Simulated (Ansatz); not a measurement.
This guess for MgO is about to be relaxed.

```xyz
6
Lattice="2.8214 0.0000 0.0000 0.0000 3.1847 0.0000 0.0000 0.0000 7.3582" Properties=species:S:1:pos:R:3 pbc="T T T"
Mg    1.4107    1.5923    1.3101
Mg    1.4107    1.5923    6.0481
Mg    0.0000    0.0000    3.6791
O     1.4107    0.0000    2.3690
O     0.0000    1.5923    0.0000
O     1.4107    0.0000    4.9892
```

These are results of DFT PBE, scalar-relativistic, plane waves, PAW in Ansatz, not measurements. Cutoff 420 eV, Gaussian smearing, Γ-centred meshes. Cell and atoms relax first on a coarse mesh and then on a converged one. In between, the cell is made exact in the group found at 0.06 Å. The steps can't lower the symmetry of their start. No spin polarisation.

A guess keeps its type if space group and coordination stay and the shape of the cell changes little (axis ratios within about 15 %, angles within 6°); the volume may change.

Question: Does it keep its structure type, or change into something else?

Answer: It keeps its type. The symmetry stays Pmmm (No. 47). The volume per atom grows by 13.4 %, from 11.0 to 12.5 Å³. The shortest distance goes from 1.91 Å (Mg–O) to 2.00 Å (Mg–O). Counting neighbours within 15 % of an atom's shortest distance, the start has Mg 4, O 4 and the end Mg 4, O 4.

The zero of energy is the elements' standard structures at the same level (O₂ as a molecule); no fitted shifts are applied.

Question: At what energy does it end?

Answer: −2.371 eV/atom.

The last run used a 10×8×4 mesh (in the run's order of axes) for its 6-atom cell and Gaussian smearing of 0.02 eV. A structure relaxed within its symmetry needn't be a true minimum. Another cell of MgO relaxed alike, in P6_3/mmc, lies 238 meV/atom lower, so this cell isn't the stable form at this level.
